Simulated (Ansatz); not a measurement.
Born–Oppenheimer molecular dynamics of a 24-atom Ge cell at 21.99 Å³/atom, computed with Ansatz: Langevin thermostat at 300 K, 72 steps of 3.0 fs, friction 0.03 1/fs. The run is short and the cell small, so it isn't an equilibrium average.

```yaml
crystal:
  lattice:
    - [8.264353, -0.098809, -0.041505]
    - [-0.098809, 8.100727, -0.085049]
    - [-0.041505, -0.085049, 7.885176]
  atoms:
    - { symbol: Ge, position: [0.0139331154, 0.4502100431, 0.9201482771] }
    - { symbol: Ge, position: [0.6427228043, 0.1835419215, 0.5971894844] }
    - { symbol: Ge, position: [0.011894456, 0.1072739134, 0.9209405047] }
    - { symbol: Ge, position: [0.3128032293, 0.5737777294, 0.7145737562] }
    - { symbol: Ge, position: [0.3151639548, 0.2099628811, 0.7421048884] }
    - { symbol: Ge, position: [0.9699755991, 0.7681897845, 0.8212363206] }
    - { symbol: Ge, position: [0.8516877014, 0.7033697604, 0.2820777218] }
    - { symbol: Ge, position: [0.6653716192, 0.948430539, 0.3209229766] }
    - { symbol: Ge, position: [0.3986177526, 0.7853338546, 0.9845365966] }
    - { symbol: Ge, position: [0.4402338727, 0.8964891829, 0.6795909099] }
    - { symbol: Ge, position: [0.4159627356, 0.317889256, 0.3862855568] }
    - { symbol: Ge, position: [0.1264864268, 0.9265208533, 0.5525199764] }
    - { symbol: Ge, position: [0.3254083512, 0.0003980584, 0.2717156398] }
    - { symbol: Ge, position: [0.2990358959, 0.4548051075, 0.0509364012] }
    - { symbol: Ge, position: [0.6150926419, 0.5477589025, 0.6558063169] }
    - { symbol: Ge, position: [0.0876326153, 0.8295769357, 0.1138847791] }
    - { symbol: Ge, position: [0.9360244906, 0.1130231443, 0.2681523966] }
    - { symbol: Ge, position: [0.7853381424, 0.3612766891, 0.1356252851] }
    - { symbol: Ge, position: [0.7083010711, 0.9502877329, 0.9473383057] }
    - { symbol: Ge, position: [0.6542269541, 0.6247086794, 0.9855144974] }
    - { symbol: Ge, position: [0.345088786, 0.6084845926, 0.3502680927] }
    - { symbol: Ge, position: [0.8879720254, 0.4752890363, 0.5154515353] }
    - { symbol: Ge, position: [0.4885184608, 0.1769697715, 0.0751579855] }
    - { symbol: Ge, position: [0.12627616, 0.273347987, 0.4882700937] }
  symmetry: { detect: false }
basis:
  ecutwfc: 420
kpoints:
  mp_grid: { grid: [1, 1, 1], shift: [0.25, 0.25, 0.25] }
hamiltonian:
  xc: pbe
scf:
  occupations: { method: fermi_dirac, width: 0.05 }
  lower_state_search: "off"
  convergence: { dr2_threshold: 1.0e-06 }
output:
  forces: true
  stress: true
md:
  timestep: 3.0
  n_steps: 72
  ensemble: nvt_langevin
  friction: 0.03
  temperature: 300.0
  initial_velocities: maxwell_boltzmann
  seed: 1570
```

```bash
ansatz run input.yaml --threads 2 --pin off --max-ram 5120MiB --backend cpu --events-out ev --progress --plain --runs-dir out
```

All numbers below come from DFT PBE, scalar-relativistic, plane waves, PAW (Ansatz 0.2.0).

5 frames, positions in Å (not wrapped into the cell) and forces in eV/Å:

```xyz
24
Lattice="8.264 -0.099 -0.042 -0.099 8.101 -0.085 -0.042 -0.085 7.885" Properties=species:S:1:pos:R:3:forces:R:3 pbc="T T T" time_fs=0.0 temperature_K=288 free_energy_over_first_frame_eV=0.000
Ge    0.032    3.567    7.217   -0.730   -0.250    0.080
Ge    5.269    1.373    4.667   -0.300    0.100   -0.350
Ge    0.049    0.789    7.252   -0.200    0.120    0.060
Ge    2.499    4.556    5.573   -0.350    0.520   -0.310
Ge    2.553    1.607    5.821    0.180   -0.270    0.200
Ge    7.906    6.057    6.370   -0.300   -0.460   -1.300
Ge    6.957    5.590    2.129    0.070   -0.290   -0.030
Ge    5.392    7.590    2.422   -0.040    0.170   -0.030
Ge    3.176    6.239    7.680   -0.080   -0.310    0.330
Ge    3.521    7.161    5.264    0.120    0.300   -0.070
Ge    3.390    2.501    3.002    0.580   -0.660    0.190
Ge    0.931    7.446    4.273    0.060   -0.130    0.650
Ge    2.678   -0.052    2.129   -0.090   -0.530    0.140
Ge    2.424    3.650    0.351    0.290   -0.200   -0.040
Ge    5.002    4.321    5.099    0.500   -0.190    0.230
Ge    0.638    6.702    0.824    0.240    0.100    0.540
Ge    7.713    0.800    2.066    0.010    0.150    0.190
Ge    6.449    2.837    1.006   -0.110    0.290    0.030
Ge    5.720    7.547    7.360   -0.180    0.210    0.070
Ge    5.304    4.912    7.691    0.410   -0.240   -0.160
Ge    2.777    4.865    2.696   -0.350    1.040    0.120
Ge    7.270    3.719    3.987   -0.120   -0.020    0.240
Ge    4.017    1.379    0.557    0.850    0.790   -0.590
Ge    0.996    2.160    3.822   -0.440   -0.240   -0.200
24
Lattice="8.264 -0.099 -0.042 -0.099 8.101 -0.085 -0.042 -0.085 7.885" Properties=species:S:1:pos:R:3:forces:R:3 pbc="T T T" time_fs=54.0 temperature_K=366 free_energy_over_first_frame_eV=-0.275
Ge    0.044    3.487    7.220   -0.080   -0.250    0.400
Ge    5.276    1.387    4.770   -0.120    0.000   -0.300
Ge    0.101    0.733    7.276   -0.230    0.170   -0.130
Ge    2.513    4.663    5.568   -0.360    0.460   -0.200
Ge    2.506    1.668    5.751    0.050   -0.090    0.350
Ge    7.748    5.890    6.298    0.070   -0.260   -0.950
Ge    6.966    5.498    2.183    0.440    0.300   -0.490
Ge    5.373    7.481    2.342    0.080    0.380    0.160
Ge    3.077    6.362    7.677    0.710   -0.960    0.230
Ge    3.526    7.334    5.256    0.350   -0.010    0.130
Ge    3.412    2.374    3.116   -0.240    0.200   -0.430
Ge    1.020    7.413    4.364   -0.560   -0.130    0.520
Ge    2.703   -0.137    2.196    0.320    0.200   -0.200
Ge    2.614    3.598    0.385   -0.300    0.250   -0.150
Ge    5.031    4.280    5.134    0.160   -0.270    0.050
Ge    0.628    6.810    0.779   -0.170   -0.360    0.390
Ge    7.669    0.837    2.004   -0.130   -0.030    0.270
Ge    6.464    2.967    1.072    0.060   -0.050   -0.020
Ge    5.737    7.593    7.438   -0.060    0.220   -0.220
Ge    5.428    4.976    7.634   -0.500    0.180   -0.010
Ge    2.743    5.016    2.781   -0.160    0.020    0.090
Ge    7.232    3.775    4.000    0.180   -0.290    0.520
Ge    4.191    1.473    0.497    0.180    0.460    0.220
Ge    0.822    2.129    3.805    0.300   -0.140   -0.220
24
Lattice="8.264 -0.099 -0.042 -0.099 8.101 -0.085 -0.042 -0.085 7.885" Properties=species:S:1:pos:R:3:forces:R:3 pbc="T T T" time_fs=108.0 temperature_K=303 free_energy_over_first_frame_eV=-0.299
Ge    0.001    3.330    7.358    0.370    0.130   -0.040
Ge    5.332    1.433    4.809   -0.200    0.000   -0.350
Ge    0.030    0.659    7.320   -0.130    0.060   -0.100
Ge    2.441    4.702    5.581   -0.600    0.100   -0.070
Ge    2.588    1.574    5.703   -0.450    0.530    0.330
Ge    7.674    5.834    6.196    0.320   -0.440   -0.530
Ge    6.983    5.478    2.159   -0.240    0.350   -0.260
Ge    5.293    7.627    2.310    0.090   -0.630    0.610
Ge    3.047    6.258    7.667    0.240   -0.480    0.600
Ge    3.537    7.320    5.350    0.790   -0.090    0.060
Ge    3.363    2.336    3.158   -0.050    0.140   -0.660
Ge    1.089    7.380    4.458   -0.910   -0.050    0.230
Ge    2.720   -0.174    2.155   -0.150    0.150   -0.310
Ge    2.617    3.650    0.430   -0.340   -0.170   -0.230
Ge    4.955    4.326    5.064    0.150   -0.250    0.130
Ge    0.535    6.767    0.790    0.350   -0.100    0.020
Ge    7.463    0.842    2.032    0.800    0.410    0.120
Ge    6.408    2.989    1.028    0.160    0.230    0.470
Ge    5.719    7.565    7.443    0.030    0.320   -0.490
Ge    5.329    4.989    7.601   -0.240   -0.080    0.020
Ge    2.651    5.057    2.889   -0.130   -0.010   -0.070
Ge    7.208    3.766    4.078    0.320   -0.170    0.360
Ge    4.341    1.524    0.572   -0.730    0.280    0.030
Ge    0.743    2.134    3.705    0.550   -0.230    0.160
24
Lattice="8.264 -0.099 -0.042 -0.099 8.101 -0.085 -0.042 -0.085 7.885" Properties=species:S:1:pos:R:3:forces:R:3 pbc="T T T" time_fs=162.0 temperature_K=257 free_energy_over_first_frame_eV=-0.543
Ge    0.000    3.291    7.482    0.720    0.070   -0.440
Ge    5.220    1.523    4.894    0.000   -0.250   -0.340
Ge   -0.016    0.604    7.254    0.420   -0.020    0.200
Ge    2.406    4.745    5.515   -0.130    0.070    0.460
Ge    2.548    1.627    5.708   -0.380    0.160    0.340
Ge    7.687    5.777    6.042    0.120   -0.390    0.140
Ge    7.004    5.543    2.174   -0.300    0.160    0.160
Ge    5.243    7.644    2.441    0.470   -0.250    0.250
Ge    3.144    6.169    7.722   -0.160   -0.250    0.160
Ge    3.631    7.328    5.423    0.180    0.160    0.080
Ge    3.411    2.396    3.140   -0.060    0.140   -0.600
Ge    0.967    7.425    4.563   -0.060    0.110    0.070
Ge    2.671   -0.233    1.982    0.000    0.300    0.290
Ge    2.584    3.705    0.456   -0.370   -0.280   -0.160
Ge    5.067    4.291    5.002   -0.780    0.080    0.630
Ge    0.590    6.645    0.814   -0.130    0.290   -0.550
Ge    7.468    0.927    2.042    0.120   -0.040   -0.010
Ge    6.357    3.053    0.998   -0.190    0.120    0.750
Ge    5.818    7.590    7.477   -0.530    0.570   -0.220
Ge    5.363    5.089    7.657    0.210   -0.670   -0.390
Ge    2.633    5.050    2.977    0.010    0.190   -0.500
Ge    7.311    3.747    4.122    0.720   -0.310   -0.310
Ge    4.240    1.594    0.672   -0.230   -0.030   -0.300
Ge    0.849    2.041    3.666    0.350    0.090    0.300
24
Lattice="8.264 -0.099 -0.042 -0.099 8.101 -0.085 -0.042 -0.085 7.885" Properties=species:S:1:pos:R:3:forces:R:3 pbc="T T T" time_fs=216.0 temperature_K=326 free_energy_over_first_frame_eV=-0.718
Ge    0.060    3.220    7.449    0.230    0.070   -0.270
Ge    5.109    1.416    4.873   -0.060    0.160   -0.530
Ge   -0.014    0.526    7.205    0.590    0.150   -0.010
Ge    2.448    4.806    5.548   -0.040   -0.060   -0.470
Ge    2.415    1.669    5.787    0.040   -0.130    0.320
Ge    7.655    5.638    5.919    0.350    0.150    0.570
Ge    7.006    5.656    2.182   -0.120   -0.480    0.240
Ge    5.374    7.630    2.559   -0.490    0.070   -0.100
Ge    3.206    6.086    7.704   -0.190   -0.230    0.930
Ge    3.646    7.343    5.518   -0.170    0.350   -0.460
Ge    3.408    2.427    3.028    0.020    0.270    0.070
Ge    0.915    7.457    4.617    0.280    0.000    0.140
Ge    2.625   -0.109    1.900    0.400   -0.240    0.350
Ge    2.552    3.678    0.470   -0.340    0.090   -0.120
Ge    5.127    4.265    5.266   -0.480   -0.570   -0.520
Ge    0.608    6.668    0.820    0.050    0.040   -0.550
Ge    7.512    0.897    2.124   -0.020    0.000   -0.250
Ge    6.422    2.965    1.058   -0.330    0.310    0.460
Ge    5.803    7.676    7.426   -0.700    0.140    0.330
Ge    5.476    5.057    7.608    0.320   -0.220    0.790
Ge    2.623    5.097    2.876   -0.040    0.190   -0.030
Ge    7.454    3.759    4.165   -0.020   -0.560   -0.780
Ge    4.131    1.638    0.617    0.640   -0.010   -0.430
Ge    0.973    1.943    3.646    0.100    0.520    0.300
```

Over the second half the temperature averages 290 K and the pressure (kinetic part included, positive in compression) 0.6 GPa. Mean square displacements at the end: Ge 0.07 Å² (from the start of this run, the atoms' common shift taken off).

One k point is coarse for so small a cell, so forces and above all the pressure are rough.

The run took 4.6 min on 2 threads of AMD EPYC 9R14 (Zen 4), on a shared host, peak memory 0.96 GiB.